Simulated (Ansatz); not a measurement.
# Si6HO12: the cost of one run

Program: Ansatz 0.2.0. Level of theory: DFT LDA, plane waves, PAW, scalar-relativistic, collinear spin. These are calculated values, not measurements.

The COD cell was measured well above room temperature, so it is larger than a cold one.

## 1. Starting point

The cell holds 19 atoms (HO12Si6): a = 7.380 Å, b = 7.380 Å, c = 7.380 Å, α = 140.92°, β = 86.40°, γ = 106.65°.

Its coordinates follow in the input file.

## 2. Relaxing the start

Contents of input.yaml:

```yaml
crystal:
  lattice:
    - [-2.46855, 5.38025, 4.40795]
    - [2.46855, -5.38025, 4.40795]
    - [2.46855, 5.38025, -4.40795]
  atoms:
    - { symbol: Si, position: [0.75, 0.75, 0.0] }
    - { symbol: Si, position: [0.25, 0.25, 0.0] }
    - { symbol: Si, position: [0.1701, 0.7745, 0.9446] }
    - { symbol: Si, position: [0.6701, 0.7255, 0.3956] }
    - { symbol: Si, position: [0.8299, 0.2255, 0.0554] }
    - { symbol: Si, position: [0.3299, 0.2745, 0.6044] }
    - { symbol: O, position: [0.2935, 0.9584, 0.2519] }
    - { symbol: O, position: [0.7935, 0.5416, 0.3351] }
    - { symbol: O, position: [0.7065, 0.0416, 0.7481] }
    - { symbol: O, position: [0.2065, 0.4584, 0.6649] }
    - { symbol: O, position: [0.9353, 0.6522, 0.8817] }
    - { symbol: O, position: [0.7295, 0.8478, 0.2831] }
    - { symbol: O, position: [0.7705, 0.0536, 0.1183] }
    - { symbol: O, position: [0.5647, 0.4464, 0.7169] }
    - { symbol: O, position: [0.0647, 0.3478, 0.1183] }
    - { symbol: O, position: [0.2705, 0.1522, 0.7169] }
    - { symbol: O, position: [0.2295, 0.9464, 0.8817] }
    - { symbol: O, position: [0.4353, 0.5536, 0.2831] }
    - { symbol: H, position: [0.9658403, 0.0453748, 0.6049197], spin: 1.0 }
magnetization:
  spin_polarized: true
basis:
  ecutwfc: 420.0
kpoints:
  mp_grid: { grid: [1, 2, 2] }
hamiltonian:
  xc: lda
  pseudopotentials: { kind: paw, azcp: { folder: soft_1 } }
scf:
  occupations: { method: fermi_dirac, width: 0.02 }
  lower_state_search: "off"
relax:
  f_tol: 0.08
  max_steps: 25
  adjacent_minimum: "off"
```

Command:

```sh
> ansatz run input.yaml --threads 1 --pin off --max-ram 3072MiB --backend cpu --events-out ev --progress --plain --runs-dir out
```

**Question.** How long does this run take on 1 thread of Arm Neoverse V1, shared host, and how much memory does it need?

About 51 s, with a peak of 0.49 GiB.
